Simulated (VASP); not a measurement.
Write the native input for VASP 6.6.1 that does the following.

```yaml
Task: single point
Functional: PBE
Potentials_or_basis: VASP PAW PBE potentials, release 64 (Zn, S)
Cutoff: 520 eV
k_mesh: 9 × 9 × 9
Occupations: gaussian, width 0.029 eV
Spin: no spin polarisation
Further_INCAR_settings: ALGO = Normal; EDIFF = 1e-07
```

The structure of ZnS lies in POSCAR:

```
ZnS
1.0
    0.0000000000      2.7020000000      2.7020000000
    2.7020000000      0.0000000000      2.7020000000
    2.7020000000      2.7020000000      0.0000000000
Zn S
1 1
Direct
    0.7500000000      0.7500000000      0.7500000000
    0.0000000000      0.0000000000      0.0000000000
```

One way to write it, as run:

INCAR

```
SYSTEM = ZnS
PREC     = Accurate       ! precision mode
ENCUT    = 520            ! plane-wave cutoff, eV
EDIFF    = 1E-7           ! SCF threshold, eV
ISMEAR   = 0              ! smearing method
SIGMA    = 0.028999999999999998 ! smearing width, eV
LREAL    = .False.        ! projectors in reciprocal space
LASPH    = .True.         ! aspherical terms in the spheres
NELM     = 100            ! most SCF steps
ALGO     = Normal         ! electronic algorithm
ISIF     = 2              ! what is computed and relaxed
LWAVE    = .False.        ! write WAVECAR
LCHARG   = .False.        ! write CHGCAR
GGA      = PE             ! functional
```

KPOINTS

```
regular mesh
0
Gamma
  9 9 9
  0 0 0
```

Potentials or basis: VASP PAW PBE potentials, release 64 (Zn, S).

Launch:

```console
$ cat potpaw_PBE.64/Zn/POTCAR potpaw_PBE.64/S/POTCAR > POTCAR
$ mpirun -np 1 vasp_std > vasp.out
```

It gave:

```yaml
Pressure: 1.8 GPa
Band_gap_on_the_k_mesh: 2.11 eV, direct
```

It took 17 s on 1 thread of Intel(R) Xeon(R) Platinum 8375C CPU @ 2.90GHz (Ice Lake) (shared host), peak memory 0.16 GiB.
